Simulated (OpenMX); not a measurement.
WC (Qusongite):

```
CELL_PARAMETERS angstrom
2.90650 0.00000 0.00000
-1.45325 2.51710 0.00000
0.00000 0.00000 2.83660
ATOMIC_POSITIONS crystal
W 0.00000 0.00000 0.00000
C 0.66667 0.33333 0.50000
```

Base run:

```yaml
Program: OpenMX 3.8.5
Functional: PBE
Potentials_or_basis: OpenMX 2013 PBE set, W7.0-s3p2d2, C6.0-s2p2, grid cutoff 560 Ry
k_mesh: 7 × 7 × 7
Occupations: fermi-dirac, width 0.05 eV
Spin: no spin polarisation
```

Its results: band gap on the k mesh none (metal or under the smearing width); pressure 11.7 GPa; largest force 0.041 eV/Å.

Task: The run is repeated on the same cell with these changes: potentials or basis from OpenMX 2013 PBE set, W7.0-s3p2d2, C6.0-s2p2, grid cutoff 560 Ry to OpenMX 2013 PBE set, W7.0-s3p2d2f1, C6.0-s2p2d1, grid cutoff 400 Ry; k mesh from 7 × 7 × 7 to 11 × 11 × 9. What comes out?

Result: Band gap on the k mesh none (metal or under the smearing width); pressure 5.9 GPa; largest force 0.040 eV/Å.

Caveats: the basis of atomic orbitals isn't converged, which shifts pressures, moduli and gaps.
